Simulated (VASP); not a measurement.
HfB: relaxation of cell and atoms with AM05

Crystal: HfB.

```
Hf B
1.0
     0.00000    2.31000    2.31000
     2.31000    0.00000    2.31000
     2.31000    2.31000    0.00000
Hf B
1 1
Cartesian
  2.3100 2.3100 2.3100
  0.0000 0.0000 0.0000
```

* Program: VASP 6.6.1
* Task: relaxation of cell and atoms
* Functional: AM05
* Potentials or basis: VASP PAW PBE potentials, release 64 (Hf_pv, B)
* Cutoff: 600 eV
* k mesh: 10 × 10 × 10
* Occupations: fermi-dirac, width 0.05 eV
* Spin: no spin polarisation
* Further INCAR settings: ALGO = Normal; EDIFF = 1e-07; IBRION = 2; EDIFFG = -0.005; NSW = 40; ISIF = 3

```
Relaxed volume                         : 13.69 Å³/atom
Relaxed cell                           : a = 3.383 Å, b = 3.383 Å, c = 3.383 Å, α = 60.00°, β = 60.00°, γ = 60.00°
Space group after relaxing (to 0.05 Å) : Fm-3m (No. 225)
Energy gained by relaxing              : 91.5 meV/atom
Ionic steps                            : 18
Pressure after relaxing                : 0.0 GPa
Band gap on the k mesh                 : none (metal or under the smearing width)
```

The path:
| step | energy change (eV) | largest force (eV/Å) | pressure (GPa) | volume (Å³) |
| --- | --- | --- | --- | --- |
| 1 | 0.0000 | 0.0000 | 23.39 | 24.65 |
| 2 | 0.1132 | 0.0000 | -19.84 | 31.65 |
| 3 | -0.1829 | 0.0000 | -0.63 | 27.48 |
| 4 | -0.1831 | 0.0000 | -0.07 | 27.40 |
| 5 | -0.1830 | 0.0000 | 0.31 | 27.34 |
| 6 | -0.1830 | 0.0000 | 0.31 | 27.34 |
| 7 | -0.1830 | 0.0000 | 0.27 | 27.35 |
| 8 | -0.1830 | 0.0000 | 0.27 | 27.35 |
| 9 | -0.1830 | 0.0000 | 0.27 | 27.35 |
| 10 | -0.1830 | 0.0000 | 0.27 | 27.35 |
| 11 | -0.1830 | 0.0000 | 0.27 | 27.35 |
| 12 | -0.1830 | 0.0000 | 0.27 | 27.35 |
| 13 | -0.1830 | 0.0000 | 0.25 | 27.35 |
| 14 | -0.1830 | 0.0000 | 0.23 | 27.35 |
| 15 | -0.1830 | 0.0000 | 0.18 | 27.36 |
| 16 | -0.1831 | 0.0000 | 0.09 | 27.37 |
| 17 | -0.1831 | 0.0000 | -0.09 | 27.40 |
| 18 | -0.1831 | 0.0000 | -0.02 | 27.39 |

Final structure:
```cif
data_structure
_symmetry_space_group_name_H-M 'P 1'
_symmetry_Int_Tables_number 1
_cell_length_a 3.3834
_cell_length_b 3.3834
_cell_length_c 3.3834
_cell_angle_alpha 60.000
_cell_angle_beta 60.000
_cell_angle_gamma 60.000
_cell_volume 27.39
loop_
_atom_site_label
_atom_site_type_symbol
_atom_site_fract_x
_atom_site_fract_y
_atom_site_fract_z
_atom_site_occupancy
Hf1 Hf 0.50000 0.50000 0.50000 1
B1 B 0.00000 0.00000 0.00000 1
```

Levels at points of the mesh, in eV from the Fermi level:
| k point | band 4 | band 5 | band 6 | band 7 | band 8 | band 9 | band 10 |
| --- | --- | --- | --- | --- | --- | --- | --- |
| (0.00, 0.00, 0.00) | -9.19 | 2.07 | 2.07 | 2.07 | 3.73 | 3.73 | 3.73 |
| (0.50, 0.00, 0.00) | -4.71 | -4.30 | -1.16 | -1.16 | 5.86 | 5.86 | 6.73 |
| (0.50, 0.50, 0.00) | -6.36 | -1.18 | -0.88 | 2.08 | 2.08 | 5.60 | 7.03 |

Run time: 96 s on 1 thread of Intel(R) Xeon(R) Platinum 8488C (Sapphire Rapids), with other jobs on the host, peak memory 0.17 GiB.

Caveat: the PAW data sets were made with another functional, which shifts forces and pressure a little. Zero-point motion and thermal expansion aren't in these numbers.
